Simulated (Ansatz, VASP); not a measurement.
**Two plane-wave programs on TiN (Osbornite)**

```
Ti N
1.0
     0.00000    2.11834    2.11834
     2.11834    0.00000    2.11834
     2.11834    2.11834    0.00000
Ti N
1 1
Direct
  0.00000 0.00000 0.00000
  0.50000 0.50000 0.50000
```

Alike in both runs: functional PBE; k mesh 12 × 12 × 12; occupations methfessel-paxton of order 1, width 0.05 eV; no spin polarisation.

Ansatz relaxed the structure, and its values are those at the end. VASP's run is a single point on that final structure, the one shown.

```csv
,VASP,Ansatz
version,VASP 6.6.1,Ansatz 0.2.0
potentials or method,"VASP PAW PBE potentials, release 64 (Ti_sv, N)","plane waves, PAW"
plane-wave cutoff (eV),520,550
valence electrons in the cell,17,17
```

|  | VASP | Ansatz | Ansatz less VASP |
| --- | --- | --- | --- |
| pressure (GPa) | 2.4 | 2.0 | -0.43 |

The functional is the same, so the differences come from potentials, cutoffs and numerics.
